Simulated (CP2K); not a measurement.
AlO:

```xyz
2
Lattice="2.7692 0.0000 0.0000 0.0000 2.7692 0.0000 0.0000 0.0000 2.7692" Properties=species:S:1:pos:R:3 pbc="T T T"
Al    1.3846    1.3846    1.3846
O     0.0000    0.0000    0.0000
```

The cell was built by a generator and needn't be a form met in nature.

Base run:

```yaml
Program: CP2K 2026.2
Functional: PBE
Potentials_or_basis: POTENTIAL_UZH Al GTH-PBE-q3, O GTH-PBE-q6; TZVP-MOLOPT-PBE-GTH basis
Density_cutoff: 8163 eV
k_mesh: 10 × 10 × 10
Occupations: fermi-dirac, width 0.05 eV
Spin: no spin polarisation
```

Its results: band gap on the k mesh none (metal or under the smearing width); pressure 0.2 GPa.

Task: The run is repeated on the same cell with these changes: functional from PBE to PBEsol; occupations from fermi-dirac, width 0.05 eV to fermi-dirac, width 0.1 eV. What comes out?

Result: Band gap on the k mesh none (metal or under the smearing width); pressure -2.2 GPa.

Caveats: the basis of atomic orbitals isn't converged, which shifts pressures, moduli and gaps; an odd number of electrons without spin polarisation forces a metal; a magnetic or distorted state may lie lower; the potentials were made for another functional, which shifts forces and pressure (some runs).

Not every run made on this cell is shown here.
